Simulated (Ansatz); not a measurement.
Deforming MgO

```yaml
crystal:
  lattice:
    - [0.00000, 2.13515, 2.13515]
    - [2.13515, 0.00000, 2.13515]
    - [2.13515, 2.13515, 0.00000]
  atoms:
    - { symbol: Mg, position: [0.00000, 0.00000, 0.00000] }
    - { symbol: O, position: [0.50000, 0.50000, 0.50000] }
```

Atoms are numbered in the order listed.

The conventional cell has a = 4.270 Å, b = 4.270 Å, c = 4.270 Å, α = 90.00°, β = 90.00°, γ = 90.00°. Mg (atom 1) is surrounded by 6 O at 2.14 Å. Around O (atom 2) lie 6 Mg at 2.14 Å.

The structure is an experimental refinement, used without relaxation. It was measured hot, at 1305 K.

Theory: Ansatz 0.2.0, DFT, PBE, all-electron LAPW, scalar-relativistic.

Sampling and basis: a Γ-centred 11×11×11 k mesh, Fermi–Dirac smearing of 0.01 eV, basis error target 1 meV/atom, no spin polarisation.

The unchanged cell is at -1.63 GPa.

Semilocal functionals give too small gaps.

x, y and z are the Cartesian axes of the cell as listed; fractional coordinates follow a strain, and an engineering shear is twice the off-diagonal strain component.

Problem. One change gave: energy change +6 meV/atom; stress change (xx, yy, zz, yz, xz, xy) 2.83, 2.83, -4.00, 0.00, 0.00, 0.00 GPa, compression positive; gap on the k mesh 4.35 → 4.28 eV. Which change was it?
A. atom 1 (Mg) moved by (0.1200, 0.0000, 0.0000) Å
B. xy engineering shear strain of -4 %
C. z strained by +3 % at fixed volume

Solution. C. For xy engineering shear strain of -4 %: energy change +7 meV/atom; stress change (xx, yy, zz, yz, xz, xy) 0.18, 0.18, -0.14, 0.00, 0.00, 5.59 GPa, compression positive; gap on the k mesh 4.35 → 4.18 eV. For atom 1 (Mg) moved by (0.1200, 0.0000, 0.0000) Å: energy change +17 meV/atom; stress change (xx, yy, zz, yz, xz, xy) 4.16, -0.26, -0.26, 0.00, 0.00, 0.00 GPa, compression positive; change of the force on Mg1 (-0.596, 0.000, 0.000) eV/Å; gap on the k mesh 4.35 → 4.35 eV.

Problem. What force constant does this one finite step give for Mg1 along its displacement (all its periodic images move with it)?

Solution. k = −ΔF·u/|u|² = 4.97 eV/Å², so the force pulls the atom back.
